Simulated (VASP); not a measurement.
TiC: relaxation of cell and atoms with LDA

The system is TiC.

```
Ti C
1.0
     3.04209    0.00000    0.00000
    -1.52104    2.63452    0.00000
     0.00000    0.00000    2.69797
Ti C
1 1
Direct
  0.00000 0.00000 0.50000
  0.33333 0.66667 0.00000
```

The cell was built by a generator and needn't be a form met in nature.

* Program: VASP 6.6.1
* Task: relaxation of cell and atoms
* Functional: LDA
* Potentials or basis: VASP PAW LDA potentials, release 64 (Ti_sv, C)
* Cutoff: 600 eV
* k mesh: 10 × 10 × 10
* Occupations: fermi-dirac, width 0.05 eV
* Spin: no spin polarisation
* Further INCAR settings: ALGO = Normal; EDIFF = 1e-06; IBRION = 2; EDIFFG = -0.02; NSW = 60; ISIF = 3

```
Relaxed volume                         : 10.28 Å³/atom
Relaxed cell                           : a = 2.986 Å, b = 2.986 Å, c = 2.661 Å, α = 90.00°, β = 90.00°, γ = 120.00°
Space group after relaxing (to 0.05 Å) : P-6m2 (No. 187)
Energy gained by relaxing              : 18.8 meV/atom
Ionic steps                            : 6
Pressure after relaxing                : 0.0 GPa
Band gap on the k mesh                 : none (metal or under the smearing width)
```

Stress tensor (GPa, compression positive):
```
-0.04  0.00  0.00
 0.00 -0.04  0.00
 0.00  0.00  0.06
```

The path:
```tsv
step	energy change (eV)	largest force (eV/Å)	pressure (GPa)	volume (Å³)
1	0.0000	0.0001	-10.99	21.62
2	0.0229	0.0000	16.57	19.38
3	-0.0371	0.0001	-0.19	20.60
4	-0.0372	0.0001	-0.05	20.58
5	-0.0376	0.0000	0.01	20.56
6	-0.0377	0.0000	-0.01	20.55
```

Final structure:
```cif
data_structure
_symmetry_space_group_name_H-M 'P 1'
_symmetry_Int_Tables_number 1
_cell_length_a 2.9863
_cell_length_b 2.9863
_cell_length_c 2.6611
_cell_angle_alpha 90.000
_cell_angle_beta 90.000
_cell_angle_gamma 120.000
_cell_volume 20.55
loop_
_atom_site_label
_atom_site_type_symbol
_atom_site_fract_x
_atom_site_fract_y
_atom_site_fract_z
_atom_site_occupancy
Ti1 Ti 0.00000 0.00000 0.50000 1
C1 C 0.33333 0.66667 0.00000 1
```

Levels at points of the mesh, in eV from the Fermi level:
```tsv
k point	band 4	band 5	band 6	band 7	band 8	band 9	band 10	band 11	band 12
(0.00, 0.00, 0.00)	-31.70	-12.00	-1.63	-1.63	-1.06	2.41	3.59	3.59	6.03
(0.50, 0.00, 0.00)	-31.64	-9.41	-4.95	-0.83	-0.35	0.37	3.25	3.73	4.05
(0.50, 0.50, 0.00)	-31.64	-9.41	-4.95	-0.83	-0.35	0.37	3.25	3.73	4.05
(0.00, 0.00, 0.50)	-32.08	-8.63	-5.74	-0.48	-0.48	1.19	1.19	4.99	4.99
(0.50, 0.00, 0.50)	-32.18	-8.72	-4.10	-2.52	-2.30	1.57	3.55	4.67	6.12
(0.50, 0.50, 0.50)	-32.18	-8.72	-4.10	-2.52	-2.30	1.57	3.55	4.67	6.12
```

It took 3 min on 1 thread of AMD EPYC 7R43 64-Core Processor (Zen 3) (shared host), peak memory 0.16 GiB.
